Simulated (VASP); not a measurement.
# Ce (Im-3m) in VASP: a series of runs

One crystal, Ce, is run at these levels: PBE; tasks: single point.

All numbers are computed with VASP 6.6.1; they aren't measurements. Logs are shortened: lines on timing, memory, paths and dates and some standing lists are left out, and cuts for length are marked.

**1. The crystal as given**

It takes space group Im-3m (No. 229, cubic). Conventional cell: a = 3.887 Å, b = 3.887 Å, c = 3.887 Å, α = 90.00°, β = 90.00°, γ = 90.00°. Ce (site symmetry m-3m) has 8 Ce at 3.37 Å as nearest neighbours.

This isn't the form of Ce at room conditions, which is fcc.

**2. Single point, PBE, collinear spin, ferromagnetic start**

INCAR

```
PREC     = Accurate       # precision mode
ENCUT    = 400            # plane-wave cutoff, eV
EDIFF    = 1E-6           # SCF threshold, eV
ISMEAR   = 0              # smearing method
SIGMA    = 0.2            # smearing width, eV
LREAL    = F              # projectors in reciprocal space
LASPH    = T              # aspherical terms in the spheres
NELM     = 100            # most SCF steps
ALGO     = Normal         # electronic algorithm
ISIF     = 2              # what is computed and relaxed
LWAVE    = F              # write WAVECAR
LCHARG   = F              # write CHGCAR
ISPIN    = 2              # spin polarisation
MAGMOM   = 1              # initial moments
LORBIT   = 11             # projections on sites
LMAXMIX  = 6              # l up to which the mixer works
GGA      = PE             # functional
NBANDS   = 16             # bands
ADDGRID  = F
```

KPOINTS

```
regular mesh
0
Gamma
  10 10 10
```

POSCAR

```
Ce
1.0
   -1.9824590000      1.9831840000      1.9962140000
    1.9307920000     -1.9490850000      1.9104480000
    1.9370660000      1.9036920000     -1.9621150000
Ce
1
Direct
   -0.0084250000     -0.0182580000     -0.0014360000
```

Potentials or basis: VASP PAW PBE potentials, release 64 (Ce).

Started as:

```
$ cat potpaw_PBE.64/Ce/POTCAR > POTCAR
$ mpirun -np 1 vasp_std > vasp.out
```

OUTCAR:

```text
PREC = Accurate
   ENCUT = 400
   EDIFF = 1E-6
   ISMEAR = 0
   LREAL = F
   LASPH = T
   NELM = 100
   ISIF = 2
   ISPIN = 2
   LORBIT = 11
   GGA = PE

 Found    504 irreducible k-points:

 Following reciprocal coordinates:
            Coordinates               Weight
  0.000000  0.000000  0.000000      1.000000
  0.100000  0.000000  0.000000      2.000000
  0.200000  0.000000  0.000000      2.000000
  0.300000  0.000000  0.000000      2.000000
  0.400000  0.000000  0.000000      2.000000
  0.500000  0.000000  0.000000      1.000000
   k-points           NKPTS =    504   k-points in BZ     NKDIM =    504   number of bands    NBANDS=     16
   number of dos      NEDOS =    301   number of ions     NIONS =      1
   total plane-waves  NPLWV =  13824
   dimension x,y,z NGX =    24 NGY =   24 NGZ =   24
   dimension x,y,z NGXF=    48 NGYF=   48 NGZF=   48
   ions per type =               1
   NGX,Y,Z   is equivalent  to a cutoff of  11.59, 11.93, 11.91 a.u.
   NGXF,Y,Z  is equivalent  to a cutoff of  23.18, 23.87, 23.82 a.u.
 SYSTEM =  unknown system
   PREC   = accura    normal or accurate (medium, high low for compatibility)
   ISTART =      0    job   : 0-new  1-cont  2-samecut
   ICHARG =      2    charge: 1-file 2-atom 10-const
   ISPIN  =      2    spin polarized calculation?
   LNONCOLLINEAR =      F non collinear calculations
   LSORBIT =      F    spin-orbit coupling
   LASPH  =      T    aspherical Exc in radial PAW
   ENCUT  =  400.0 eV  29.40 Ry    5.42 a.u.   5.61  5.45  5.46*2*pi/ulx,y,z
   NELM   =    100;   NELMIN=  2; NELMDL= -5     # of ELM steps
   EDIFF  = 0.1E-05   stopping-criterion for ELM
   LREAL  =      F    real-space projection
   EDIFFG = 0.1E-04   stopping-criterion for IOM
   NSW    =      0    number of steps for IOM
   IBRION =     -1    ionic relax: 0-MD 1-quasi-New 2-CG
   NFREE  =      0    steps in history (QN), initial steepest desc. (CG)
   ISIF   =      2    stress and relaxation
   ISYM   =      2    0-nonsym 1-usesym 2-fastsym
   POTIM  = 0.5000    time-step for ionic-motion
   TEBEG  =    0.0;   TEEND  =   0.0 temperature during run
   PSTRESS=    0.0 pullay stress
   NELECT =      12.0000    total number of electrons
   NUPDOWN=      -1.0000    fix difference up-down
   EMIN   =  10.00;   EMAX   =-10.00  energy-range for DOS
   EFERMI =   0.00;   METHOD = LEGACY
   ISMEAR =     0;   SIGMA  =   0.20  broadening in eV -4-tet -1-fermi 0-gaus
   EFERMI_NEDOS =   21; number of points for ismear=-14 and -15
   IALGO  =     38    algorithm
   IMIX   =      4    mixing-type and parameters
     AMIX     =   0.40;   BMIX     =  1.00
     AMIX_MAG =   1.60;   BMIX_MAG =  1.00
  volume/ion in A,a.u.               =      29.35       198.10
  Fermi-wavevector in a.u.,A,eV,Ry     =   1.214998  2.296014 20.085205  1.476221
  Thomas-Fermi vector in A             =   2.350400
   LORBIT       =     11    0 simple, 1 ext, 2 COOP (PROOUT), +10 PAW based schemes
   GGA     = PE    functional components
   LHFCALC =     F    Hartree Fock is set to
   AEXX    =    0.0000 exact exchange contribution
   IVDW    =     0    specifies the selected vdW correction
   LEPSILON=     F    determine dielectric tensor
   LRPA    =     F    only Hartree local field effects (RPA)
 spin polarized calculation
 Gauss-broadening in eV      SIGMA  =   0.20
  energy-cutoff  :      400.00
  volume of cell :       29.35
 maximum number of plane-waves:       553
   NGX = 11   NGY = 11   NGZ = 11

 number of electron      12.0000000 magnetization       0.9627695

 Free energy of the ion-electron system (eV)
  ---------------------------------------------------
  ext. energy  EPLUGINS =         0.00000000
  ---------------------------------------------------
  free energy    TOTEN  =        -5.73907036 eV

  energy without entropy =       -5.63661214  energy(sigma->0) =       -5.68784125

 E-fermi :   8.2725     XC(G=0): -10.7802

 val. band max:        8.2724996287   @ k =  -0.0000   0.5000   0.2000
 cond. band min:       8.2726236323   @ k =   0.1000   0.0000   0.1000
 fundamental gap:      0.0001240036
 Fermi energy:         8.2725221096

 spin component 1

 k-point     1 :       0.0000    0.0000    0.0000
  band No.  band energies     occupation
      1     -26.5241      1.00000
      2      -8.1568      1.00000
      3      -8.0553      1.00000
      4      -8.0346      1.00000
      5       5.0275      1.00000
      6       8.2126      0.66405
[... 8 lines left out ...]
     15      10.1706      0.00000
     16      12.6163      0.00000

 k-point     2 :       0.1000    0.0000    0.0000
  band No.  band energies     occupation
      1     -26.4905      1.00000
      2      -8.3564      1.00000
      3      -8.1398      1.00000
      4      -8.0580      1.00000
      5       5.4206      1.00000
      6       8.1348      0.83501
[... 8 lines left out ...]
     15      10.6332      0.00000
     16      12.3766      0.00000

 k-point     3 :       0.2000    0.0000    0.0000
  band No.  band energies     occupation
      1     -26.4003      1.00000
      2      -8.9316      1.00000
      3      -8.3103      1.00000
      4      -8.0678      1.00000
      5       6.2370      1.00000
      6       8.0431      0.94760
[... 8 lines left out ...]
     15      11.8783      0.00000
     16      12.2545      0.00000

 k-point     4 :       0.3000    0.0000    0.0000
  band No.  band energies     occupation
      1     -26.2857      1.00000
      2      -9.5873      1.00000
      3      -8.4997      1.00000
      4      -8.0801      1.00000
      5       6.4478      1.00000
      6       7.9976      0.97407
[... 8 lines left out ...]
     15      12.6127      0.00000
     16      13.3016      0.00000

 k-point     5 :       0.4000    0.0000    0.0000
  band No.  band energies     occupation
      1     -26.1903      1.00000
      2     -10.0779      1.00000
      3      -8.6453      1.00000
      4      -8.0904      1.00000
      5       6.1940      1.00000
      6       7.8482      0.99865
[... 8 lines left out ...]
     15      12.9994      0.00000
     16      13.6631      0.00000

 k-point     6 :       0.5000    0.0000    0.0000
  band No.  band energies     occupation
      1     -26.1529      1.00000
      2     -10.2576      1.00000
      3      -8.6994      1.00000
      4      -8.0944      1.00000
      5       6.0670      1.00000
      6       7.7837      0.99973
[... 8 lines left out ...]
     15      12.9253      0.00000
     16      13.8528      0.00000

 [... further k-points ...]

 spin component 2

 k-point     1 :       0.0000    0.0000    0.0000
  band No.  band energies     occupation
      1     -26.1614      1.00000
      2      -7.8324      1.00000
      3      -7.7240      1.00000
      4      -7.7014      1.00000
      5       5.4050      1.00000
      6       8.7298      0.00061
[... 8 lines left out ...]
     15      10.5304      0.00000
     16      12.8249      0.00000

 k-point     2 :       0.1000    0.0000    0.0000
  band No.  band energies     occupation
      1     -26.1278      1.00000
      2      -8.0303      1.00000
      3      -7.8069      1.00000
      4      -7.7271      1.00000
      5       5.7983      1.00000
      6       8.6324      0.00547
[... 8 lines left out ...]
     15      10.9969      0.00000
     16      12.6080      0.00000

 k-point     3 :       0.2000    0.0000    0.0000
  band No.  band energies     occupation
      1     -26.0374      1.00000
      2      -8.6020      1.00000
      3      -7.9779      1.00000
      4      -7.7377      1.00000
      5       6.6158      1.00000
      6       8.5091      0.04715
[... 8 lines left out ...]
     15      12.2436      0.00000
     16      12.5228      0.00000

 k-point     4 :       0.3000    0.0000    0.0000
  band No.  band energies     occupation
      1     -25.9226      1.00000
      2      -9.2554      1.00000
      3      -8.1666      1.00000
      4      -7.7510      1.00000
      5       6.8190      1.00000
      6       8.4294      0.13365
[... 8 lines left out ...]
     15      12.9025      0.00000
     16      13.5523      0.00000

 k-point     5 :       0.4000    0.0000    0.0000
  band No.  band energies     occupation
      1     -25.8270      1.00000
      2      -9.7449      1.00000
      3      -8.3116      1.00000
      4      -7.7620      1.00000
      5       6.5527      1.00000
      6       8.2504      0.56226
[... 8 lines left out ...]
     15      13.3009      0.00000
     16      13.9168      0.00000

 k-point     6 :       0.5000    0.0000    0.0000
  band No.  band energies     occupation
      1     -25.7895      1.00000
      2      -9.9242      1.00000
      3      -8.3655      1.00000
      4      -7.7663      1.00000
      5       6.4214      1.00000
      6       8.1771      0.75005
[... 8 lines left out ...]
     15      13.2150      0.00000
     16      14.1044      0.00000

 [... further k-points ...]

------------------------ aborting loop because EDIFF is reached ----------------------------------------

  FORCE on cell =-STRESS in cart. coord.  units (eV):
  Direction    XX          YY          ZZ          XY          YZ          ZX
  --------------------------------------------------------------------------------------
  -------------------------------------------------------------------------------------
  Total       -0.2553738     -0.1780052     -0.1028097      0.0520766     -0.0431142      0.0606661
  in kB      -13.9382483     -9.7154884     -5.6113347      2.8423292     -2.3531643      3.3111446
  external PRESSURE =      -9.7550238 kB  Pullay stress =       0.0000000 kB

 VOLUME and BASIS-vectors are now :
 -----------------------------------------------------------------------------
  energy-cutoff  :      400.00
  volume of cell :       29.35
      direct lattice vectors                 reciprocal lattice vectors
    -1.982459000  1.983184000  1.996214000     0.006384800  0.255123769  0.253830615
     1.930792000 -1.949085000  1.910448000     0.262015728  0.000784005  0.259431410
     1.937066000  1.903692000 -1.962115000     0.261612011  0.260320847  0.001187722

 POSITION                                       TOTAL-FORCE (eV/Angst)
 -----------------------------------------------------------------------------------
      1.86407      1.95394      1.89567         0.000000      0.000000      0.000000
 -----------------------------------------------------------------------------------
    total drift:                                0.000000      0.000001      0.000000

  FREE ENERGIE OF THE ION-ELECTRON SYSTEM (eV)
  ---------------------------------------------------
  free  energy   TOTEN  =        -5.7390703589 eV

  energy  without entropy=       -5.6366121449  energy(sigma->0) =       -5.68784125

 total charge

# of ion       s       p       d       f       tot
--------------------------------------------------
    1        2.069   5.588   1.143   0.997   9.798

 magnetization (x)

# of ion       s       p       d       f       tot
--------------------------------------------------
    1        0.005   0.007   0.154   0.591   0.757
```

Wall time 2.7 min (1 thread of Intel Xeon 6975P-C (Granite Rapids), shared host); peak memory 0.38 GiB.

These settings aren't checked as converged: the numbers below hold their error.

What came out:

| Quantity | Value |
| --- | --- |
| Free energy | -5.7391 eV |
| Pressure | -1.0 GPa |
| Band gap on the k mesh | none (metal or under the smearing width) |
| Net moment | 0.96 μB per cell |
| Site moments | Ce +0.76 μB |
| Valence electrons inside the program's atomic spheres | Ce 9.80 |

Caveat: the magnetic or orbital state may not be the lowest; spin-orbit coupling is left out, which moves the levels of the heavy elements.

**3. Single point, PBE, collinear spin, ferromagnetic start**

This run uses another cell than the first one, of the same volume but with other edges.

INCAR: that of step 2 with these lines changed.

```diff
@@ -1,3 +1,3 @@
 PREC     = Accurate       # precision mode
-ENCUT    = 400            # plane-wave cutoff, eV
+ENCUT    = 550            # plane-wave cutoff, eV
 EDIFF    = 1E-6           # SCF threshold, eV
```

KPOINTS

```
regular mesh
0
Gamma
  9 9 9
```

POSCAR

```
Ce
1.0
   -1.9432985503      1.9432985503      1.9432985503
    1.9432985503     -1.9432985503      1.9432985503
    1.9432985503      1.9432985503     -1.9432985503
Ce
1
Direct
    0.0000000000      0.0000000000      0.0000000000
```

Potentials or basis: VASP PAW PBE potentials, release 64 (Ce).

Started as:

```
$ cat potpaw_PBE.64/Ce/POTCAR > POTCAR
$ mpirun -np 1 vasp_std > vasp.out
```

Wall time 29 s (1 thread of Intel Xeon 6975P-C (Granite Rapids), shared host); peak memory 0.2 GiB.

The run converged, but some of its settings lie outside the range that counts as converged, so its numbers aren't taken as properties of the crystal.

What came out:

```yaml
Free_energy: -5.7400 eV
Pressure: -0.8 GPa
Band_gap_on_the_k_mesh: none (metal or under the smearing width)
Net_moment: 0.85 μB per cell
Site_moments: Ce +0.69 μB
Valence_electrons_inside_the_program's_atomic_spheres: Ce 9.81
```

Caveat: the magnetic or orbital state may not be the lowest; spin-orbit coupling is left out, which moves the levels of the heavy elements.

**4. Single point, PBE, collinear spin, ferromagnetic start**

INCAR is that of step 3.

KPOINTS is that of step 3.

POSCAR

```
Ce
1.0
   -1.9824590000      1.9831840000      1.9962140000
    1.9307920000     -1.9490850000      1.9104480000
    1.9370660000      1.9036920000     -1.9621150000
Ce
1
Direct
   -0.0084250000     -0.0182580000     -0.0014360000
```

Started as:

```
$ cat potpaw_PBE.64/Ce/POTCAR > POTCAR
$ mpirun -np 1 vasp_std > vasp.out
```

It took 3.8 min on 1 thread of Intel Xeon 6975P-C (Granite Rapids), shared host; peak memory 0.43 GiB.

These settings aren't checked as converged: the numbers below hold their error.

Results:

| Item | Value |
| --- | --- |
| Free energy | -5.7385 eV |
| Pressure | -0.9 GPa |
| Band gap on the k mesh | none (metal or under the smearing width) |
| Net moment | 0.86 μB per cell |
| Site moments | Ce +0.69 μB |
| Valence electrons inside the program's atomic spheres | Ce 9.81 |

Caveat: the magnetic or orbital state may not be the lowest; spin-orbit coupling is left out, which moves the levels of the heavy elements.

**5. Single point, PBE, collinear spin, ferromagnetic start**

This run uses another cell than the first one, of the same volume but with other edges.

INCAR: that of step 4 with these lines changed.

```diff
@@ -1,3 +1,3 @@
 PREC     = Accurate       # precision mode
-ENCUT    = 550            # plane-wave cutoff, eV
+ENCUT    = 450            # plane-wave cutoff, eV
 EDIFF    = 1E-6           # SCF threshold, eV
```

KPOINTS

```
regular mesh
0
Gamma
  10 10 10
```

POSCAR

```
Ce
1.0
   -1.9432985503      1.9432985503      1.9432985503
    1.9432985503     -1.9432985503      1.9432985503
    1.9432985503      1.9432985503     -1.9432985503
Ce
1
Direct
    0.0000000000      0.0000000000      0.0000000000
```

Started as:

```
$ cat potpaw_PBE.64/Ce/POTCAR > POTCAR
$ mpirun -np 1 vasp_std > vasp.out
```

It took 22 s on 1 thread of Intel Xeon 6975P-C (Granite Rapids), shared host; peak memory 0.18 GiB.

These settings aren't checked as converged: the numbers below hold their error.

Results:

```
Free energy                                           : -5.7377 eV
Pressure                                              : -1.0 GPa
Band gap on the k mesh                                : none (metal or under the smearing width)
Net moment                                            : 0.98 μB per cell
Site moments                                          : Ce +0.77 μB
Valence electrons inside the program's atomic spheres : Ce 9.81
```

Caveat: the magnetic or orbital state may not be the lowest; spin-orbit coupling is left out, which moves the levels of the heavy elements.

**6. Single point, PBE, collinear spin, ferromagnetic start**

INCAR is that of step 5.

KPOINTS is that of step 5.

POSCAR

```
Ce
1.0
   -1.9824590000      1.9831840000      1.9962140000
    1.9307920000     -1.9490850000      1.9104480000
    1.9370660000      1.9036920000     -1.9621150000
Ce
1
Direct
   -0.0084250000     -0.0182580000     -0.0014360000
```

Potentials or basis: VASP PAW PBE potentials, release 64 (Ce).

Started as:

```
$ cat potpaw_PBE.64/Ce/POTCAR > POTCAR
$ mpirun -np 1 vasp_std > vasp.out
```

It took 2.8 min on 1 thread of Intel Xeon 6975P-C (Granite Rapids), shared host; peak memory 0.42 GiB.

These settings aren't checked as converged: the numbers below hold their error.

Results:

| Property | Result |
| --- | --- |
| Free energy | -5.7363 eV |
| Pressure | -1.0 GPa |
| Band gap on the k mesh | none (metal or under the smearing width) |
| Net moment | 0.97 μB per cell |
| Site moments | Ce +0.76 μB |
| Valence electrons inside the program's atomic spheres | Ce 9.81 |

Caveat: the magnetic or orbital state may not be the lowest; spin-orbit coupling is left out, which moves the levels of the heavy elements.

**7. For comparison**

An earlier run on the cell as given: functional PBE; potentials or basis VASP PAW PBE potentials, release 64 (Ce); cutoff 520 eV; k mesh 10 × 10 × 10; occupations fermi-dirac, width 0.05 eV; collinear spin, ferromagnetic start; starting moments [1.0] μB.

* Pressure: -0.8 GPa
* Band gap on the k mesh: none (metal or under the smearing width)
* Net moment: 1.00 μB per cell
* Site moments: Ce +0.79 μB
* Valence electrons inside the program's atomic spheres: Ce 9.81
